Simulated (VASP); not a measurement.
Input of a VASP 6.6.1 run:

Contents of INCAR:

```
PREC     = Accurate       # precision mode
ENCUT    = 600            # plane-wave cutoff, eV
EDIFF    = 1E-6           # SCF threshold, eV
ISMEAR   = 0              # smearing method
SIGMA    = 0.03           # smearing width, eV
LREAL    = False          # projectors in reciprocal space
LASPH    = True           # aspherical terms in the spheres
NELM     = 80             # most SCF steps
ALGO     = Normal         # electronic algorithm
ISIF     = 3              # what is computed and relaxed
LWAVE    = False          # write WAVECAR
LCHARG   = False          # write CHGCAR
GGA      = PS             # functional
IBRION   = 2              # ionic algorithm
NSW      = 90             # ionic steps
EDIFFG   = -0.01          # ionic threshold
```

Contents of KPOINTS:

```
regular mesh
0
Gamma
  8 8 8
```

Contents of POSCAR:

```
InP
1.0
    0.0000000000      2.9305000000      2.9305000000
    2.9305000000      0.0000000000      2.9305000000
    2.9305000000      2.9305000000      0.0000000000
In P
1 1
Direct
    0.0000000000      0.0000000000      0.0000000000
    0.2500000000      0.2500000000      0.2500000000
```

Potentials or basis: VASP PAW PBE potentials, release 64 (In_d, P).

Command:

```sh
$ cat potpaw_PBE.64/In_d/POTCAR potpaw_PBE.64/P/POTCAR > POTCAR
$ mpirun -np 1 vasp_std > vasp.out
```

Task: What does it give for the band gap on the k mesh?

Result: 0.57 eV, direct.

Task: Estimate the relaxed cell.

Result: a = 4.157 Å, b = 4.157 Å, c = 4.157 Å, α = 60.00°, β = 60.00°, γ = 60.00°.

The path:
```tsv
step	energy change (eV)	largest force (eV/Å)	pressure (GPa)	volume (Å³)
1	0.0000	0.0000	0.61	50.33
2	-0.0006	0.0000	-0.30	51.04
3	-0.0009	0.0000	-0.01	50.79
```

Caveat: the PAW data sets were made with another functional, which shifts forces and pressure a little; spin-orbit coupling is left out, which moves the levels of the heavy elements.
